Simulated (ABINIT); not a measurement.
Here is an ABINIT 10.8.3 (patched build) calculation.

File run.abi:

```
pp_dirpath "./"
pseudos "C.upf, Si.upf"

acell 3*1.0 Angstrom
rprim
     0.0000000000     2.1800000000     2.1800000000
     2.1800000000     0.0000000000     2.1800000000
     2.1800000000     2.1800000000     0.0000000000
ntypat 2
znucl 6 14
natom 2
typat 1 2
xred
     0.2500000000     0.2500000000     0.2500000000
     0.0000000000     0.0000000000     0.0000000000
chkprim 0
chksymtnons 0
tolsym 1.0e-6

ecut 41.0

kptopt 1
ngkpt 8 8 8
nshiftk 1
shiftk 0.0 0.0 0.0

ixc 11

nband 8
occopt 3
tsmear 0.05 eV

nstep 100
tolvrs 1.0e-10

iomode 3
prtwf 0
prtden 0
prteig 0
prtebands 0
enunit 1

ionmov 2
ntime 60
tolmxf 5.0e-5
optcell 2
dilatmx 1.08
ecutsm 0.5
```

Potentials or basis: PseudoDojo NC SR PBE v0.4.1 standard.

The run is started by

```sh
$ abinit run.abi > log 2>&1
```

**Question.** What does it give for the relaxed volume?

**Answer.** 10.50 Å³/atom.

**Question.** What does it give for the band gap on the k mesh?

**Answer.** 1.38 eV, indirect (least direct gap 4.54 eV).

**Question.** What does it give for the relaxed cell?

**Answer.** a = 3.097 Å, b = 3.097 Å, c = 3.097 Å, α = 60.00°, β = 60.00°, γ = 60.00°.

Final structure:
```xyz
2
Lattice="0.0000 2.1900 2.1900 2.1900 0.0000 2.1900 2.1900 2.1900 0.0000" Properties=species:S:1:pos:R:3 pbc="T T T"
C     1.0950    1.0950    1.0950
Si    0.0000    0.0000    0.0000
```

A k mesh can miss the band edges. Expect the measured gap to be larger: semilocal functionals such as PBE lack the derivative discontinuity.
